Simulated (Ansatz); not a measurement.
Wanted: the native input for an Ansatz 0.2.0 run.

- Task: band structure
- Functional: LDA
- Potentials or basis: Ansatz PAW
- Cutoff: 420 eV (not typed: the program's choice for these potentials)
- k mesh: 8 × 8 × 5
- Occupations: fermi-dirac, width 0.05 eV
- Spin: no spin polarisation
- Path: [["G", "M", "K", "G", "A", "L", "H", "A"], ["L", "M"], ["K", "H"]]
- Points for each segment of the path: 14

The system is ZrS2.

```
Zr S
1.0
     3.69138    0.00000    0.00000
    -1.84569    3.19683    0.00000
     0.00000    0.00000    6.04108
Zr S
1 2
Direct
  0.00000 0.00000 0.00000
  0.33333 0.66667 0.23791
  0.66667 0.33333 0.76209
```

The cell is a database's computed one.

One way to write it, as run:

input.yaml

```yaml
crystal:
  lattice:
    - [3.6913825498, 0.0, 0.0]
    - [-1.8456912749, 3.1968310632, 0.0]
    - [0.0, 0.0, 6.04107701]
  atoms:
    - { symbol: Zr, position: [0.0, 0.0, 0.0] }
    - { symbol: S, position: [0.3333333333, 0.6666666667, 0.23790997] }
    - { symbol: S, position: [0.6666666667, 0.3333333333, 0.76209003] }
hamiltonian:
  xc: lda
  pseudopotentials: { kind: paw }
kpoints:
  mp_grid: { grid: [8, 8, 5] }
  band_path:
    path:
      - [[0.0, 0.0, 0.0], [0.5, 0.0, 0.0], [0.3333333333, 0.3333333333, 0.0], [0.0, 0.0, 0.0], [0.0, 0.0, 0.5], [0.5, 0.0, 0.5], [0.3333333333, 0.3333333333, 0.5], [0.0, 0.0, 0.5]]
      - [[0.5, 0.0, 0.5], [0.5, 0.0, 0.0]]
      - [[0.3333333333, 0.3333333333, 0.0], [0.3333333333, 0.3333333333, 0.5]]
    npoints: 14
scf:
  occupations: { method: fermi_dirac, width: 0.05 }
  n_extra_bands: 7
output:
  forces: true
  stress: true
  eigenvalues: true
  fatbands: false
```

Potentials or basis: Ansatz PAW.

Run with:

```bash
$ ansatz run input.yaml --threads 2 --pin off --max-ram 5632MiB --backend cpu --events-out ev --progress --plain --runs-dir out
```

It gave:

* Pressure: -4.6 GPa
* Largest force: 0.300 eV/Å
* Band gap on the k mesh: 0.93 eV, indirect (least direct gap 1.53 eV)
* Band gap along the path: 0.91 eV, indirect (least direct gap 1.53 eV)

Caveat: the PAW data sets come from PBE, with cores solved anew for the run's functional, which leaves a small shift of forces and pressure.

Wall time 10 s on 2 threads of Intel(R) Xeon(R) Processor @ 2.50GHz (Skylake/Cascade Lake) (shared host), peak memory 0.37 GiB.
